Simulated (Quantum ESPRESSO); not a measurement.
A run of Quantum ESPRESSO 7.5 is set up as follows.

pw.in

```
&CONTROL
  calculation = 'scf'
  prefix = 'pwscf'
  outdir = './tmp'
  pseudo_dir = './pseudo'
  tprnfor = .true.
  tstress = .true.
  disk_io = 'low'
/
&SYSTEM
  ibrav = 0
  nat = 2
  ntyp = 2
  ecutwfc = 45
  ecutrho = 360
  nbnd = 10
  occupations = 'smearing'
  smearing = 'fd'
  degauss = 0.00367493
/
&ELECTRONS
  conv_thr = 4d-10
  electron_maxstep = 120
  mixing_beta = 0.5
/
ATOMIC_SPECIES
S     32.0600 s_pbe_v1.4.uspp.F.UPF
Be     9.0122 be_pbe_v1.4.uspp.F.UPF
CELL_PARAMETERS angstrom
   0.0000000000    2.4250000000    2.4250000000
   2.4250000000    0.0000000000    2.4250000000
   2.4250000000    2.4250000000    0.0000000000
ATOMIC_POSITIONS angstrom
S      3.6375000000    3.6375000000    3.6375000000
Be     0.0000000000    0.0000000000    0.0000000000
K_POINTS automatic
8 8 8 1 1 1
```

scf2.in

```
&CONTROL
  calculation = 'scf'
  prefix = 'pwscf'
  outdir = './tmp'
  pseudo_dir = './pseudo'
  tprnfor = .true.
  tstress = .true.
  disk_io = 'low'
/
&SYSTEM
  ibrav = 0
  nat = 2
  ntyp = 2
  ecutwfc = 45
  ecutrho = 360
  nbnd = 10
  occupations = 'fixed'
/
&ELECTRONS
  conv_thr = 1d-13
  electron_maxstep = 120
  mixing_beta = 0.5
  startingpot = 'file'
  startingwfc = 'file'
/
ATOMIC_SPECIES
S     32.0600 s_pbe_v1.4.uspp.F.UPF
Be     9.0122 be_pbe_v1.4.uspp.F.UPF
CELL_PARAMETERS angstrom
   0.0000000000    2.4250000000    2.4250000000
   2.4250000000    0.0000000000    2.4250000000
   2.4250000000    2.4250000000    0.0000000000
ATOMIC_POSITIONS angstrom
S      3.6375000000    3.6375000000    3.6375000000
Be     0.0000000000    0.0000000000    0.0000000000
K_POINTS automatic
8 8 8 1 1 1
```

The input ph.in:

```
dielectric of BeS
&INPUTPH
  prefix = 'pwscf'
  outdir = './tmp'
  tr2_ph = 1d-18
  fildyn = 'dyn'
  niter_ph = 90
  alpha_mix(1) = 0.7
  epsil = .true.
  trans = .false.
  zeu = .true.
/
0.0000000000 0.0000000000 0.0000000000
```

Potentials or basis: GBRV 1.5 PBE.

The run is started by

```sh
$ OMP_NUM_THREADS=1 pw.x -in pw.in > pw.out
$ OMP_NUM_THREADS=1 pw.x -in scf2.in > scf2.out
$ OMP_NUM_THREADS=1 ph.x -in ph.in > ph.out
```

What does it give for the electronic dielectric tensor (diagonal)?

5.27.

Estimate the Born charges (mean of the diagonal).

S -1.60; Be +1.61 e.

Estimate the pressure.

1.6 GPa.

Born effective charge tensors (e):
atom 1, S
```
-1.60  0.00  0.00
 0.00 -1.60  0.00
 0.00  0.00 -1.60
```
atom 2, Be
```
1.61 0.00 0.00
0.00 1.61 0.00
0.00 0.00 1.61
```
